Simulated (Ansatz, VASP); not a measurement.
# Two plane-wave programs on Be

Contents of INCAR:

```
SYSTEM = Be
PREC = Accurate
ENCUT = 600
EDIFF = 1E-6
ISMEAR = 0
SIGMA = 0.02
LREAL = .False.
LASPH = .True.
NELM = 80
ALGO = Normal
ISIF = 3
LWAVE = .False.
LCHARG = .False.
GGA = PE
IBRION = 2
NSW = 100
EDIFFG = -0.01
```

The input KPOINTS:

```
Automatic mesh
0
Gamma
  20 20 20
  0 0 0
```

Contents of POSCAR:

```
Be
1.0
    0.0000000000      1.5785127390      1.5785127390
    1.5785127390      0.0000000000      1.5785127390
    1.5785127390      1.5785127390      0.0000000000
Be
1
Direct
    0.0000000000      0.0000000000      0.0000000000
```

Input for Ansatz:

```yaml
crystal:
  lattice:
    - [0.0, 1.578512739, 1.578512739]
    - [1.578512739, 0.0, 1.578512739]
    - [1.578512739, 1.578512739, 0.0]
  atoms:
    - { symbol: Be, position: [0.0, 0.0, 0.0] }
basis:
  ecutwfc: 420
kpoints:
  mp_grid: { grid: [20, 20, 20] }
hamiltonian:
  xc: pbe
scf:
  occupations: { method: gaussian, width: 0.02 }
output:
  forces: true
  stress: true
  eigenvalues: true
relax:
  adjacent_minimum: "off"
  f_tol: 0.01
  max_steps: 80
  cell: { stress_tol: 0.05 }
```

Alike in both runs: task relaxation of cell and atoms; functional PBE; k mesh 20 × 20 × 20; occupations gaussian, width 0.02 eV; no spin polarisation.

|  | VASP | Ansatz |
| --- | --- | --- |
| version | VASP 6.6.1 | Ansatz 0.2.0 |
| potentials or method | VASP PAW PBE potentials, release 64 (Be) | scalar-relativistic, plane waves, PAW |
| plane-wave cutoff (eV) | 600 | 420 |
| valence electrons in the cell | 2 | 2 |

```tsv
	VASP	Ansatz	Ansatz less VASP
gap on the k mesh at the Fermi level, each at its own relaxed structure (eV)	none	none	-
relaxed volume (Å³/atom)	7.87	7.86	-0.009
relaxed cell length with the largest relative difference (Å)	2.232	2.232	-0.0008
```

A gap of «none» marks a metal or a gap that the smearing closes.

Caveats: the relaxation stopped at its first step, so nothing moved.
